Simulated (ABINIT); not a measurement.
Set up this calculation in ABINIT 10.8.3 (patched build), as the native input.

| Property | Result |
| --- | --- |
| Task | equation of state |
| Functional | PBE |
| Potentials or basis | JTH PAW PBE v2.0 |
| Cutoff | 626 eV |
| k mesh | 12 × 12 × 12 |
| Occupations | fermi-dirac, width 0.05 eV |
| Spin | collinear spin, ferromagnetic start |
| Starting moments | [3.0] μB |
| Fine-grid cutoff | 1224.51 eV |
| Exchange and correlation inside the PAW spheres | full angular mesh (pawxcdev 0, this build's default; the released program takes 1) |

Cr:

```xyz
1
Lattice="-1.4844 1.4844 1.4844 1.4844 -1.4844 1.4844 1.4844 1.4844 -1.4844" Properties=species:S:1:pos:R:3 pbc="T T T"
Cr    0.0000    0.0000    0.0000
```

These files were run (other wordings do the same):

run.abi

```
# Datasets: one volume each
ndtset 7
getwfk -1
scalecart1 3*0.9795861087
scalecart2 3*0.9864848297
scalecart3 3*0.9932883884
scalecart4 3*1.0000000000
scalecart5 3*1.0066227096
scalecart6 3*1.0131594038
scalecart7 3*1.0196128224

# Pseudopotentials
pp_dirpath "./"
pseudos "Cr.GGA_PBE-JTH.xml"

# Structure
acell 4.8587547043 4.8587547043 4.8587547043
rprim
    -0.5773502692     0.5773502692     0.5773502692
     0.5773502692    -0.5773502692     0.5773502692
     0.5773502692     0.5773502692    -0.5773502692
ntypat 1
znucl 24
natom 1
typat 1
xred
     0.0000000000     0.0000000000     0.0000000000

# Plane-wave basis
ecut 625.861884 eV
pawecutdg 45.0

# k points
kptopt 1
ngkpt 12 12 12
nshiftk 1
shiftk 0.0 0.0 0.0

# Exchange and correlation
ixc 11

# Bands and occupations
nband 12
occopt 3
tsmear 0.05 eV

# Spin
nsppol 2
spinat
     0.0000000000     0.0000000000     3.0000000000

# SCF cycle
nstep 100
tolvrs 1.0e-9

# Output
iomode 3
prtwf 1
prtden 0
prteig 0
prtebands 0
```

Potentials or basis: JTH PAW PBE v2.0.

The run is started by

```bash
$ abinit run.abi > log 2>&1
```

It gave:

| Property | Result |
| --- | --- |
| Equilibrium volume | 11.50 Å³/atom (rough: see the caveat) |
| Bulk modulus | 251 GPa (rough) |

Caveat: pressures at fixed basis lie under the slope of the energies; the minimum lies outside the volumes run.

Wall time 2.7 min on 1 thread of AMD EPYC 9R45 96-Core Processor (Zen 5) (shared host), peak memory 0.16 GiB.
